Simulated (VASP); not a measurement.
C:

```
C
1.0
     2.52210    0.00000    0.00000
    -1.26105    2.18420    0.00000
     0.00000    0.00000    8.23710
C
8
Direct
  0.66667 0.33333 0.84375
  0.33333 0.66667 0.34375
  0.66667 0.33333 0.65625
  0.33333 0.66667 0.15625
  0.00000 0.00000 0.90625
  0.00000 0.00000 0.40625
  0.00000 0.00000 0.59375
  0.00000 0.00000 0.09375
```

This is a hexagonal form of diamond, not graphite.

- Program: VASP 6.6.1
- Task: relaxation of cell and atoms
- Functional: RPBE
- Potentials or basis: VASP PAW PBE potentials, release 64 (C)
- Cutoff: 600 eV
- k mesh: 12 × 12 × 4
- Occupations: fermi-dirac, width 0.05 eV
- Spin: no spin polarisation

At the start: pressure 8.2 GPa; volume 5.67 Å³/atom.

Question: Where does the relaxation end?

Answer: Over 6 steps the energy falls by 5.0 meV/atom and the volume is 5.78 Å³/atom (+1.9 %); space group P6_3/mmc (No. 194, to 0.05 Å).

Step by step:
```csv
step,energy change (eV),largest force (eV/Å),pressure (GPa),volume (Å³)
1,0.0000,0.3262,8.19,45.38
2,0.0201,0.4590,-8.93,47.30
3,-0.0397,0.0516,0.14,46.22
4,-0.0397,0.0450,0.29,46.20
5,-0.0397,0.0457,-0.25,46.26
6,-0.0399,0.0025,0.02,46.23
```

Final structure:
```
CELL_PARAMETERS angstrom
2.52981 0.00000 0.00000
-1.26490 2.19088 0.00000
0.00000 0.00000 8.34097
ATOMIC_POSITIONS crystal
C 0.66667 0.33333 0.84446
C 0.33333 0.66667 0.34446
C 0.66667 0.33333 0.65554
C 0.33333 0.66667 0.15554
C 0.00000 0.00000 0.90701
C 0.00000 0.00000 0.40701
C 0.00000 0.00000 0.59299
C 0.00000 0.00000 0.09299
```

Caveat: the PAW data sets were made with another functional, which shifts forces and pressure a little.
